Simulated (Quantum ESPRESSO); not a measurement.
Wanted: the native input for a Quantum ESPRESSO 7.5 run.

* Task: single point
* Functional: PBE
* Potentials or basis: SSSP 1.3 efficiency PBE
* Cutoff: 816 eV
* Density cutoff: 5987 eV
* k mesh: 8 × 8 × 8
* Occupations: fermi-dirac, width 0.05 eV
* Spin: no spin polarisation
* Hubbard terms: Ag d U = 8 eV
* Hubbard projectors: atomic
* Mixing beta: 0.3
* Most SCF iterations: 120
* SCF threshold: 4e-10 Ry

The system is AgCl (Chlorargyrite).

```
Ag Cl
1.0
     0.00000    2.73500    2.73500
     2.73500    0.00000    2.73500
     2.73500    2.73500    0.00000
Ag Cl
1 1
Direct
  0.00000 0.00000 0.00000
  0.50000 0.50000 0.50000
```

These files were run (other wordings do the same):

pw.in

```
&CONTROL
  calculation = 'scf'
  prefix = 'pwscf'
  outdir = './tmp'
  pseudo_dir = './pseudo'
  tprnfor = .true.
  tstress = .true.
  disk_io = 'nowf'
/
&SYSTEM
  ibrav = 0
  nat = 2
  ntyp = 2
  ecutwfc = 60
  ecutrho = 440
  nbnd = 23
  occupations = 'smearing'
  smearing = 'fd'
  degauss = 0.00367493
/
&ELECTRONS
  conv_thr = 4d-10
  electron_maxstep = 120
  mixing_beta = 0.3
/
ATOMIC_SPECIES
Ag   107.8682 Ag_ONCV_PBE-1.0.oncvpsp.upf
Cl    35.4500 cl_pbe_v1.4.uspp.F.UPF
CELL_PARAMETERS angstrom
   0.0000000000    2.7350000000    2.7350000000
   2.7350000000    0.0000000000    2.7350000000
   2.7350000000    2.7350000000    0.0000000000
ATOMIC_POSITIONS crystal
Ag     0.0000000000    0.0000000000    0.0000000000
Cl     0.5000000000    0.5000000000    0.5000000000
K_POINTS automatic
8 8 8 0 0 0
HUBBARD {atomic}
U Ag-4d 8.0
```

Potentials or basis: SSSP 1.3 efficiency PBE.

The run is started by

```bash
$ OMP_NUM_THREADS=1 pw.x -in pw.in > pw.out
```

Results of the run:

```
Pressure               : 5.5 GPa
Band gap on the k mesh : 1.93 eV, indirect (least direct gap 3.48 eV)
```

Run time: 38 s on 1 thread of Arm Neoverse V1, with other jobs on the host, peak memory 0.21 GiB.
